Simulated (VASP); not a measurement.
# NaF (R3m) in VASP: a series of runs

One crystal, NaF, is run at these levels: PBEsol; tasks: single point.

All numbers are computed with VASP 6.6.1; they aren't measurements. Logs are shortened: lines on timing, memory, paths and dates and some standing lists are left out, and cuts for length are marked.

## (1) The cell of the first run

The structure is trigonal, space group R3m (No. 160). Conventional cell: a = 3.286 Å, b = 3.286 Å, c = 8.048 Å, α = 90.00°, β = 90.00°, γ = 120.00°. Na (site symmetry 3m) is surrounded by 6 F at 2.28 to 2.37 Å. Around F (site symmetry 3m) lie 6 Na at 2.28 to 2.37 Å.

## (2) Single point, PBEsol (all Na atoms moved +0.075 Å, as atom 1 along Cartesian [1 1 1])

INCAR reads:

```
SYSTEM = NaF
ALGO     = Fast           ! electronic algorithm
EDIFF    = 1E-7           ! SCF threshold, eV
ENCUT    = 520            ! plane-wave cutoff, eV
GGA      = PS             ! functional
ISIF     = 2              ! what is computed and relaxed
ISMEAR   = 0              ! smearing method
LASPH    = .True.         ! aspherical terms in the spheres
LCHARG   = .False.        ! write CHGCAR
LREAL    = .False.        ! projectors in reciprocal space
LWAVE    = .False.        ! write WAVECAR
NBANDS   = 14             ! bands
NELM     = 100            ! most SCF steps
PREC     = Accurate       ! precision mode
SIGMA    = 0.05           ! smearing width, eV
```

KPOINTS reads:

```
k-points
0
Gamma
  8 8 8
  0 0 0
```

POSCAR reads:

```
NaF
1.0
    0.0000000000      2.3233000000      2.3233000000
    2.3233000000      0.0000000000      2.3233000000
    2.3233000000      2.3233000000      0.0000000000
Na F
1 1
Direct
    0.0093189149      0.0093189149      0.0093189149
    0.5000000000      0.5000000000      0.5000000000
```

Potentials or basis: VASP PAW PBE potentials, release 64 (Na_pv, F).

Run with:

```
cat potpaw_PBE.64/Na_pv/POTCAR potpaw_PBE.64/F/POTCAR > POTCAR
mpirun -np 1 vasp_std > vasp.out
```

OUTCAR:

```text
SYSTEM = NaF
   EDIFF = 1E-7
   ENCUT = 520
   GGA = PS
   ISIF = 2
   ISMEAR = 0
   LASPH = .True.
   LREAL = .False.
   NELM = 100
   PREC = Accurate

 ion  position               nearest neighbor table
   1  0.009  0.009  0.009-   2 2.28   2 2.28   2 2.28
   2  0.500  0.500  0.500-   1 2.28   1 2.28   1 2.28

  LATTYP: Found a face centered cubic cell.
 ALAT       =     4.6466000000

  Lattice vectors:

 A1 = (   0.0000000000,   2.3233000000,   2.3233000000)
 A2 = (   2.3233000000,   0.0000000000,   2.3233000000)
 A3 = (   2.3233000000,   2.3233000000,   0.0000000000)

Analysis of symmetry for initial positions (statically):
=====================================================================
 Subroutine PRICEL returns:
 Original cell was already a primitive cell.

 Routine SETGRP: Setting up the symmetry group for a
 face centered cubic supercell.

 Subroutine GETGRP returns: Found  6 space group operations
 (whereof  6 operations were pure point group operations)
 out of a pool of 48 trial point group operations.

The static configuration has the point symmetry C_3v.

Analysis of symmetry for dynamics (positions and initial velocities):
=====================================================================
 Subroutine PRICEL returns:
 Original cell was already a primitive cell.

 Routine SETGRP: Setting up the symmetry group for a
 face centered cubic supercell.

 Subroutine GETGRP returns: Found  6 space group operations
 (whereof  6 operations were pure point group operations)
 out of a pool of 48 trial point group operations.

The dynamic configuration has the point symmetry C_3v.

 Subroutine INISYM returns: Found  6 space group operations
 (whereof  6 operations are pure point group operations),
 and found     1 'primitive' translations

----------------------------------------------------------------------------------------

                                     Primitive cell

  volume of cell :      25.0811

  direct lattice vectors                    reciprocal lattice vectors
     0.000000000  2.323300000  2.323300000    -0.215211122  0.215211122  0.215211122
     2.323300000  0.000000000  2.323300000     0.215211122 -0.215211122  0.215211122
     2.323300000  2.323300000  0.000000000     0.215211122  0.215211122 -0.215211122

  length of vectors
     3.285642369  3.285642369  3.285642369     0.372756598  0.372756598  0.372756598

  position of ions in fractional coordinates (direct lattice)
     0.009318915  0.009318915  0.009318915
     0.500000000  0.500000000  0.500000000

  ion indices of the primitive-cell ions
   primitive index   ion index
                 1           1
                 2           2

----------------------------------------------------------------------------------------

 KPOINTS: k-points

Automatic generation of k-mesh.
 Grid dimensions read from file:
 generate k-points for:    8    8    8

 Generating k-lattice:

  Cartesian coordinates                     Fractional coordinates (reciprocal lattice)
    -0.026901390  0.026901390  0.026901390     0.125000000  0.000000000  0.000000000
     0.026901390 -0.026901390  0.026901390     0.000000000  0.125000000  0.000000000
     0.026901390  0.026901390 -0.026901390     0.000000000  0.000000000  0.125000000

  Length of vectors
     0.046594575  0.046594575  0.046594575

  Shift w.r.t. Gamma in fractional coordinates (k-lattice)
     0.000000000  0.000000000  0.000000000

 Subroutine IBZKPT returns following result:
 ===========================================

 Found     65 irreducible k-points:

 Following reciprocal coordinates:
            Coordinates               Weight
  0.000000  0.000000  0.000000      1.000000
  0.125000  0.000000  0.000000      6.000000
  0.125000  0.125000  0.125000      2.000000
  0.250000  0.000000  0.000000      6.000000
  0.250000  0.250000  0.250000      2.000000
  0.375000  0.000000  0.000000      6.000000
[... 16 lines left out ...]
 -0.250000  0.125000  0.000000     12.000000
  0.125000  0.125000  0.375000      6.000000
 [... further k-points ...]
   k-points           NKPTS =     65   k-points in BZ     NKDIM =     65   number of bands    NBANDS=     14
   number of dos      NEDOS =    301   number of ions     NIONS =      2
   total plane-waves  NPLWV =  13824
   dimension x,y,z NGX =    24 NGY =   24 NGZ =   24
   dimension x,y,z NGXF=    48 NGYF=   48 NGZF=   48
   ions per type =               1   1
   NGX,Y,Z   is equivalent  to a cutoff of  12.14, 12.14, 12.14 a.u.
   NGXF,Y,Z  is equivalent  to a cutoff of  24.29, 24.29, 24.29 a.u.
 SYSTEM =  NaF
   PREC   = accura    normal or accurate (medium, high low for compatibility)
   ISTART =      0    job   : 0-new  1-cont  2-samecut
   ICHARG =      2    charge: 1-file 2-atom 10-const
   ISPIN  =      1    spin polarized calculation?
   LNONCOLLINEAR =      F non collinear calculations
   LSORBIT =      F    spin-orbit coupling
   LASPH  =      T    aspherical Exc in radial PAW
   ENCUT  =  520.0 eV  38.22 Ry    6.18 a.u.   6.11  6.11  6.11*2*pi/ulx,y,z
   NELM   =    100;   NELMIN=  2; NELMDL= -5     # of ELM steps
   EDIFF  = 0.1E-06   stopping-criterion for ELM
   LREAL  =      F    real-space projection
   EDIFFG = 0.1E-05   stopping-criterion for IOM
   NSW    =      0    number of steps for IOM
   IBRION =     -1    ionic relax: 0-MD 1-quasi-New 2-CG
   NFREE  =      0    steps in history (QN), initial steepest desc. (CG)
   ISIF   =      2    stress and relaxation
   ISYM   =      2    0-nonsym 1-usesym 2-fastsym
   POTIM  = 0.5000    time-step for ionic-motion
   TEBEG  =    0.0;   TEEND  =   0.0 temperature during run
   PSTRESS=    0.0 pullay stress
   NELECT =      14.0000    total number of electrons
   NUPDOWN=      -1.0000    fix difference up-down
   EMIN   =  10.00;   EMAX   =-10.00  energy-range for DOS
   EFERMI =   0.00;   METHOD = LEGACY
   ISMEAR =     0;   SIGMA  =   0.05  broadening in eV -4-tet -1-fermi 0-gaus
   EFERMI_NEDOS =   21; number of points for ismear=-14 and -15
   IALGO  =     68    algorithm
   IMIX   =      4    mixing-type and parameters
     AMIX     =   0.40;   BMIX     =  1.00
     AMIX_MAG =   1.60;   BMIX_MAG =  1.00
  volume/ion in A,a.u.               =      12.54        84.63
  Fermi-wavevector in a.u.,A,eV,Ry     =   1.347935  2.547227 24.720809  1.816928
  Thomas-Fermi vector in A             =   2.475645
   LORBIT       =      0    0 simple, 1 ext, 2 COOP (PROOUT), +10 PAW based schemes
   GGA     = PS    functional components
   LHFCALC =     F    Hartree Fock is set to
   AEXX    =    0.0000 exact exchange contribution
   IVDW    =     0    specifies the selected vdW correction
   LEPSILON=     F    determine dielectric tensor
   LRPA    =     F    only Hartree local field effects (RPA)
 non-spin polarized calculation
 RMM-DIIS sequential band-by-band and
 Gauss-broadening in eV      SIGMA  =   0.05
  energy-cutoff  :      520.00
  volume of cell :       25.08
 maximum number of plane-waves:       692
   NGX = 13   NGY = 13   NGZ = 13

 number of electron      13.9999991 magnetization

 Free energy of the ion-electron system (eV)
  ---------------------------------------------------
  ext. energy  EPLUGINS =         0.00000000
  ---------------------------------------------------
  free energy    TOTEN  =        -8.76258665 eV

  energy without entropy =       -8.76258665  energy(sigma->0) =       -8.76258665

 E-fermi :  -1.9778     XC(G=0):  -9.2912

 val. band max:       -2.2114193648   @ k =   0.0000   0.0000   0.0000
 cond. band min:       3.9072214425   @ k =   0.0000   0.0000   0.0000
 fundamental gap:      6.1186408073
 Fermi energy:        -1.9778081801

 k-point     1 :       0.0000    0.0000    0.0000
  band No.  band energies     occupation
      1     -21.2717      2.00000
      2     -21.0010      2.00000
      3     -21.0010      2.00000
      4     -20.9841      2.00000
      5      -2.2135      2.00000
      6      -2.2135      2.00000
      7      -2.2114      2.00000
      8       3.9072      0.00000
      9      16.5805      0.00000
     10      16.5805      0.00000
     11      16.6028      0.00000
     12      19.2356      0.00000
     13      21.6231      0.00000
     14      21.6231      0.00000

 k-point     2 :       0.1250    0.0000    0.0000
  band No.  band energies     occupation
      1     -21.4552      2.00000
      2     -21.0041      2.00000
      3     -21.0028      2.00000
      4     -20.7798      2.00000
      5      -2.5129      2.00000
      6      -2.2512      2.00000
      7      -2.2487      2.00000
      8       4.4543      0.00000
      9      14.8028      0.00000
     10      16.8122      0.00000
     11      16.8316      0.00000
     12      20.9813      0.00000
     13      21.0411      0.00000
     14      21.2324      0.00000

 k-point     3 :       0.1250    0.1250    0.1250
  band No.  band energies     occupation
      1     -21.4536      2.00000
      2     -21.0028      2.00000
      3     -21.0028      2.00000
      4     -20.7827      2.00000
      5      -2.5111      2.00000
      6      -2.2514      2.00000
      7      -2.2514      2.00000
      8       4.4549      0.00000
      9      14.8151      0.00000
     10      16.8155      0.00000
     11      16.8155      0.00000
     12      21.0376      0.00000
     13      21.0376      0.00000
     14      21.1788      0.00000
[... 324 lines left out ...]
 k-point    23 :      -0.2500    0.1250    0.0000
  band No.  band energies     occupation
      1     -21.7218      2.00000
      2     -21.0302      2.00000
      3     -21.0069      2.00000
      4     -20.4276      2.00000
      5      -3.3100      2.00000
      6      -2.4997      2.00000
      7      -2.3808      2.00000
      8       6.6257      0.00000
      9      12.0454      0.00000
     10      16.1620      0.00000
     11      18.1951      0.00000
     12      19.2657      0.00000
     13      20.5047      0.00000
     14      23.1703      0.00000

 k-point    24 :       0.1250    0.1250    0.3750
  band No.  band energies     occupation
      1     -21.7202      2.00000
      2     -21.0304      2.00000
      3     -21.0062      2.00000
      4     -20.4296      2.00000
      5      -3.3105      2.00000
      6      -2.4983      2.00000
      7      -2.3834      2.00000
      8       6.6268      0.00000
      9      12.0455      0.00000
     10      16.2032      0.00000
     11      18.1576      0.00000
     12      19.2448      0.00000
     13      20.5081      0.00000
     14      23.1782      0.00000

 [... further k-points ...]

------------------------ aborting loop because EDIFF is reached ----------------------------------------

  FORCE on cell =-STRESS in cart. coord.  units (eV):
  Direction    XX          YY          ZZ          XY          YZ          ZX
  --------------------------------------------------------------------------------------
  -------------------------------------------------------------------------------------
  Total       -0.0646362     -0.0646362     -0.0646362     -0.0068865     -0.0068865     -0.0068865
  in kB       -4.1289615     -4.1289615     -4.1289615     -0.4399117     -0.4399117     -0.4399117
  external PRESSURE =      -4.1289615 kB  Pullay stress =       0.0000000 kB

 VOLUME and BASIS-vectors are now :
 -----------------------------------------------------------------------------
  energy-cutoff  :      520.00
  volume of cell :       25.08
      direct lattice vectors                 reciprocal lattice vectors
     0.000000000  2.323300000  2.323300000    -0.215211122  0.215211122  0.215211122
     2.323300000  0.000000000  2.323300000     0.215211122 -0.215211122  0.215211122
     2.323300000  2.323300000  0.000000000     0.215211122  0.215211122 -0.215211122

 POSITION                                       TOTAL-FORCE (eV/Angst)
 -----------------------------------------------------------------------------------
      0.04330      0.04330      0.04330        -0.093658     -0.093658     -0.093658
      2.32330      2.32330      2.32330         0.093658      0.093658      0.093658
 -----------------------------------------------------------------------------------
    total drift:                                0.000178      0.000178      0.000178

  FREE ENERGIE OF THE ION-ELECTRON SYSTEM (eV)
  ---------------------------------------------------
  free  energy   TOTEN  =        -8.7625866525 eV

  energy  without entropy=       -8.7625866525  energy(sigma->0) =       -8.76258665
```

It took 14 s on 1 thread of AMD EPYC 9R45 (Zen 5), shared host; peak memory 0.11 GiB.

Results:

- Free energy: -8.7626 eV
- Pressure: -0.4 GPa
- Largest force: 0.162 eV/Å
- Band gap on the k mesh: 6.12 eV, direct

Forces in eV/Å, atoms in the order of the input:
```
Na  -0.094 -0.094 -0.094
F    0.094  0.094  0.094
```

Caveat: the PAW data sets were made with another functional, which shifts forces and pressure a little.

## (3) Single point, PBEsol (all Na atoms moved -0.200 Å, as atom 1 along Cartesian [1 1 1])

INCAR reads:

```
  PREC = Accurate
  ENCUT = 520
  EDIFF = 1E-6
  ISMEAR = 0
  SIGMA = 0.05
  LREAL = F
  LASPH = T
  NELM = 100
  ALGO = Fast
  ISIF = 2
  LWAVE = F
  LCHARG = F
  GGA = PS
  NBANDS = 14
```

KPOINTS reads:

```
regular mesh
0
Gamma
  8 8 8
```

Changes to POSCAR since step 2:

```diff
@@ -8,3 +8,3 @@
 Direct
-    0.0093189149      0.0093189149      0.0093189149
+   -0.0248504399     -0.0248504399     -0.0248504399
     0.5000000000      0.5000000000      0.5000000000
```

Potentials or basis: VASP PAW PBE potentials, release 64 (Na_pv, F).

Run with:

```
cat potpaw_PBE.64/Na_pv/POTCAR potpaw_PBE.64/F/POTCAR > POTCAR
mpirun -np 1 vasp_std > vasp.out
```

Wall time 13 s (1 thread of AMD EPYC 9R45 (Zen 5), shared host); peak memory 0.11 GiB.

The run converged. Its results:

- Free energy: -8.7254 eV
- Pressure: 0.5 GPa
- Largest force: 0.432 eV/Å
- Band gap on the k mesh: 6.11 eV, direct

Forces on the atoms (eV/Å):
```
Na   0.249  0.249  0.249
F   -0.249 -0.249 -0.249
```

Stress tensor (GPa, compression positive):
```
 0.50 -0.33 -0.33
-0.33  0.50 -0.33
-0.33 -0.33  0.50
```

Levels at points of the mesh, in eV from the valence-band top:
| k point | band 5 | band 6 | band 7 | band 8 | band 9 | band 10 |
| --- | --- | --- | --- | --- | --- | --- |
| (0.00, 0.00, 0.00) | -0.01 | -0.01 | 0.00 | 6.11 | 18.83 | 18.83 |
| (0.50, 0.00, 0.00) | -1.59 | -0.25 | -0.23 | 10.55 | 12.22 | 19.71 |
| (0.50, 0.50, 0.50) | -1.59 | -0.26 | -0.26 | 10.59 | 12.27 | 19.91 |
| (0.50, 0.50, 0.00) | -1.28 | -0.41 | -0.41 | 12.79 | 13.14 | 13.44 |

Caveat: the PAW data sets were made with another functional, which shifts forces and pressure a little.

## (4) Single point, PBEsol (all Na atoms moved -0.100 Å, as atom 1 along Cartesian [1 1 1])

INCAR reads:

```
ALGO = Normal
EDIFF = 1E-6
ENCUT = 520
GGA = PS
ISIF = 2
ISMEAR = 0
LASPH = T
LCHARG = F
LREAL = F
LWAVE = F
NBANDS = 14
NELM = 100
PREC = Accurate
SIGMA = 0.05
```

KPOINTS reads:

```
k-points
0
Gamma
  8 8 8
```

Changes to POSCAR since step 3:

```diff
@@ -8,3 +8,3 @@
 Direct
-   -0.0248504399     -0.0248504399     -0.0248504399
+   -0.0124252199     -0.0124252199     -0.0124252199
     0.5000000000      0.5000000000      0.5000000000
```

Run with:

```
cat potpaw_PBE.64/Na_pv/POTCAR potpaw_PBE.64/F/POTCAR > POTCAR
mpirun -np 1 vasp_std > vasp.out
```

Run time: 9.2 s. Hardware: 1 thread of AMD EPYC 9R45 (Zen 5), shared host; peak memory 0.11 GiB.

It converged, with:

- Free energy: -8.7578 eV
- Pressure: -0.3 GPa
- Largest force: 0.217 eV/Å
- Band gap on the k mesh: 6.12 eV, direct

Forces in eV/Å, atoms in the order of the input:
```
Na   0.125  0.125  0.125
F   -0.125 -0.125 -0.125
```

Stress tensor (GPa, compression positive):
```
-0.34 -0.08 -0.08
-0.08 -0.34 -0.08
-0.08 -0.08 -0.34
```

Levels at points of the mesh, in eV from the valence-band top:
```csv
k point,band 3,band 4,band 5,band 6,band 7,band 8,band 9,band 10,band 11,band 12
"(0.00, 0.00, 0.00)",-18.79,-18.76,0.00,0.00,0.00,6.12,18.80,18.80,18.84,21.44
"(0.50, 0.00, 0.00)",-18.80,-18.02,-1.60,-0.25,-0.25,10.56,12.26,19.84,19.89,22.78
"(0.50, 0.50, 0.50)",-18.80,-18.03,-1.60,-0.26,-0.26,10.57,12.27,19.90,19.90,22.73
"(0.50, 0.50, 0.00)",-18.84,-18.68,-1.28,-0.41,-0.41,12.88,13.09,13.45,19.53,19.58
```

Caveat: the PAW data sets were made with another functional, which shifts forces and pressure a little.

## (5) Single point, PBEsol (all Na atoms moved +0.125 Å, as atom 1 along Cartesian [1 1 1])

INCAR reads:

```
SYSTEM = NaF
ALGO     = Normal         ! electronic algorithm
EDIFF    = 1E-6           ! SCF threshold, eV
ENCUT    = 520            ! plane-wave cutoff, eV
GGA      = PS             ! functional
ISIF     = 2              ! what is computed and relaxed
ISMEAR   = 0              ! smearing method
LASPH    = .True.         ! aspherical terms in the spheres
LCHARG   = .False.        ! write CHGCAR
LREAL    = .False.        ! projectors in reciprocal space
LWAVE    = .False.        ! write WAVECAR
NBANDS   = 14             ! bands
NELM     = 100            ! most SCF steps
PREC     = Accurate       ! precision mode
SIGMA    = 0.05           ! smearing width, eV
```

KPOINTS reads:

```
k-points
0
Gamma
  8 8 8
  0 0 0
```

Changes to POSCAR since step 4:

```diff
@@ -8,3 +8,3 @@
 Direct
-   -0.0124252199     -0.0124252199     -0.0124252199
+    0.0155315249      0.0155315249      0.0155315249
     0.5000000000      0.5000000000      0.5000000000
```

Run with:

```
cat potpaw_PBE.64/Na_pv/POTCAR potpaw_PBE.64/F/POTCAR > POTCAR
mpirun -np 1 vasp_std > vasp.out
```

Wall time 9.4 s (1 thread of AMD EPYC 9R45 (Zen 5), shared host); peak memory 0.11 GiB.

Results (log left out):

| Property | Result |
| --- | --- |
| Free energy | -8.7518 eV |
| Pressure | -0.2 GPa |
| Largest force | 0.270 eV/Å |
| Band gap on the k mesh | 6.12 eV, direct |

Forces on the atoms (eV/Å):
```
Na  -0.156 -0.156 -0.156
F    0.156  0.156  0.156
```

Stress tensor (GPa, compression positive):
```
-0.18 -0.13 -0.13
-0.13 -0.18 -0.13
-0.13 -0.13 -0.18
```

Levels at points of the mesh, in eV from the valence-band top:
```csv
k point,band 4,band 5,band 6,band 7,band 8,band 9,band 10,band 11
"(0.00, 0.00, 0.00)",-18.74,-0.01,-0.01,0.00,6.12,18.80,18.80,18.86
"(0.50, 0.00, 0.00)",-18.02,-1.60,-0.25,-0.24,10.56,12.25,19.82,19.88
"(0.50, 0.50, 0.50)",-18.03,-1.60,-0.26,-0.26,10.57,12.27,19.90,19.90
"(0.50, 0.50, 0.00)",-18.64,-1.28,-0.41,-0.41,12.86,13.10,13.45,19.53
```

Caveat: the PAW data sets were made with another functional, which shifts forces and pressure a little.

## (6) Overview

| cell | gap on the mesh (eV) | pressure (GPa) | largest force (eV/Å) |
| --- | --- | --- | --- |
| all Na atoms moved +0.075 Å, as atom 1 along Cartesian [1 1 1] | 6.12 | -0.4 | 0.16 |
| all Na atoms moved -0.200 Å, as atom 1 along Cartesian [1 1 1] | 6.11 | 0.5 | 0.43 |
| all Na atoms moved -0.100 Å, as atom 1 along Cartesian [1 1 1] | 6.12 | -0.3 | 0.22 |
| all Na atoms moved +0.125 Å, as atom 1 along Cartesian [1 1 1] | 6.12 | -0.2 | 0.27 |

Alike in all rows: task single point; level PBEsol; potentials or basis VASP PAW PBE potentials, release 64 (Na_pv, F); no spin polarisation; k mesh 8 × 8 × 8; cutoff (eV) 520; smearing gaussian 0.05 eV.

Caveats: the PAW data sets were made with another functional, which shifts forces and pressure a little.

Absolute energies hang on the potentials; compare differences alone.
